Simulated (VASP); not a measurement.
## MgS (Niningerite): relaxation of cell and atoms with PBE

MgS (Niningerite):

```xyz
2
Lattice="0.0000 2.6016 2.6016 2.6016 0.0000 2.6016 2.6016 2.6016 0.0000" Properties=species:S:1:pos:R:3 pbc="T T T"
S     2.6016    2.6016    2.6016
Mg    0.0000    0.0000    0.0000
```

```yaml
Program: VASP 6.6.1
Task: relaxation of cell and atoms
Functional: PBE
Potentials_or_basis: VASP PAW PBE potentials, release 64 (S_GW, Mg_GW)
Cutoff: 900 eV
k_mesh: 9 × 9 × 9
Occupations: fermi-dirac, width 0.05 eV
Spin: no spin polarisation
Further_INCAR_settings: ALGO = Fast; EDIFF = 1e-07; IBRION = 2; EDIFFG = -0.01; NSW = 40; ISIF = 3
```

```json
{"Relaxed volume": "17.81 Å³/atom", "Relaxed cell": "a = 3.693 Å, b = 3.693 Å, c = 3.693 Å, α = 60.00°, β = 60.00°, γ = 60.00°", "Space group after relaxing (to 0.05 Å)": "Fm-3m (No. 225)", "Energy gained by relaxing": "0.5 meV/atom", "Ionic steps": "3", "Pressure after relaxing": "0.0 GPa", "Band gap on the k mesh": "2.88 eV, indirect (least direct gap 3.62 eV)"}
```

The path:
| step | energy change (eV) | largest force (eV/Å) | pressure (GPa) | volume (Å³) |
| --- | --- | --- | --- | --- |
| 1 | 0.0000 | 0.0000 | 0.86 | 35.22 |
| 2 | -0.0010 | 0.0000 | -0.17 | 35.71 |
| 3 | -0.0011 | 0.0000 | 0.00 | 35.62 |

Final structure:
```cif
data_structure
_symmetry_space_group_name_H-M 'P 1'
_symmetry_Int_Tables_number 1
_cell_length_a 3.6933
_cell_length_b 3.6933
_cell_length_c 3.6933
_cell_angle_alpha 60.000
_cell_angle_beta 60.000
_cell_angle_gamma 60.000
_cell_volume 35.62
loop_
_atom_site_label
_atom_site_type_symbol
_atom_site_fract_x
_atom_site_fract_y
_atom_site_fract_z
_atom_site_occupancy
S1 S 0.50000 0.50000 0.50000 1
Mg1 Mg 0.00000 0.00000 0.00000 1
```

Levels at points of the mesh, in eV from the valence-band top:
```tsv
k point	band 1	band 2	band 3	band 4	band 5	band 6	band 7	band 8
(0.00, 0.00, 0.00)	-12.61	0.00	0.00	0.00	3.62	7.93	7.93	7.93
```

Wall time 92 s on 1 thread of AMD EPYC 7R43 64-Core Processor (Zen 3) (shared host), peak memory 0.2 GiB.

Caveat: an odd mesh through Γ misses points on the zone boundary, where band edges often lie. PBE usually gives volumes a little too large and moduli too small.
